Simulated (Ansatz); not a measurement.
# Ti (fcc type): the cost of one run

Method: DFT, PBE, all-electron LAPW, scalar-relativistic, in Ansatz 0.2.0.

This is Ti in the fcc structure; at room conditions it is hcp.

**1. Starting point**

The structure is cubic, space group Fm-3m (No. 225). Conventional cell: a = 3.951 Å, b = 3.951 Å, c = 3.951 Å, α = 90.00°, β = 90.00°, γ = 90.00°. Ti (site symmetry m-3m) has 12 Ti at 2.79 Å as nearest neighbours.

As a file:

```xyz
1
Lattice="0.0000 1.9757 1.9757 1.9757 0.0000 1.9757 1.9757 1.9757 0.0000" Properties=species:S:1:pos:R:3 pbc="T T T"
Ti    0.0000    0.0000    0.0000
```

**2. Fcc relaxed under pressure, LAPW**

File input.yaml:

```yaml
crystal:
  lattice:
    - [0.0, 1.9757489225, 1.9757489225]
    - [1.9757489225, 0.0, 1.9757489225]
    - [1.9757489225, 1.9757489225, 0.0]
  atoms:
    - { symbol: Ti, position: [0.0, 0.0, 0.0] }
kpoints:
  mp_grid: { grid: [17, 17, 17] }
scf:
  occupations: { method: fermi_dirac, width: 0.1 }
hamiltonian:
  xc: pbe
  pseudopotentials: { kind: all_electron, lapw: { basis_error: 0.0005 } }
output:
  forces: true
  stress: true
  eigenvalues: true
relax:
  f_tol: 0.005
  max_steps: 12
  cell: { p_target: 16.0, stress_tol: 0.03 }
```

Started as:

```bash
$ ansatz run input.yaml --threads 1 --pin off --max-ram 3584MiB --backend cpu --events-out ev --progress --plain --runs-dir out
```

**Question.** How long does this run take on 1 thread of Arm Neoverse V2, shared host, and how much memory does it need?

About 13 s, with a peak of 0.3 GiB.
